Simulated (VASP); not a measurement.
Runs of VASP 6.6.1 on CoSi2. The structure is cubic, space group Fm-3m (No. 225). The conventional cell has a = 5.322 Å, b = 5.322 Å, c = 5.322 Å, α = 90.00°, β = 90.00°, γ = 90.00°. Co (site symmetry m-3m) has 8 Si at 2.30 Å as nearest neighbours. Si (site symmetry -43m) is surrounded by 4 Co at 2.30 Å. 

```csv
task,cell,cutoff (eV),target pressure,gap on the mesh (eV),pressure (GPa)
single point,"Fm-3m, 12.56 Å³/atom",520,-,none,(a)
relaxation of cell and atoms,relaxed,600,-,none,0.0
relaxation of cell and atoms,relaxed to 4 GPa,600,4 GPa,none,4.1
single point,"Fm-3m, 12.83 Å³/atom",520,-,none,-0.2
```

Alike in all rows: level PBE; potentials or basis VASP PAW PBE potentials, release 64 (Co, Si); no spin polarisation; k mesh 14 × 14 × 14; smearing gaussian 0.1 eV.

Problem. Estimate the missing entries.

Solution. (a) 3.9.

Caveats: the cell is relaxed towards a set pressure, so the enthalpy falls and the energy may rise (some runs).

A gap of «none» marks a metal or a gap under the smearing width.
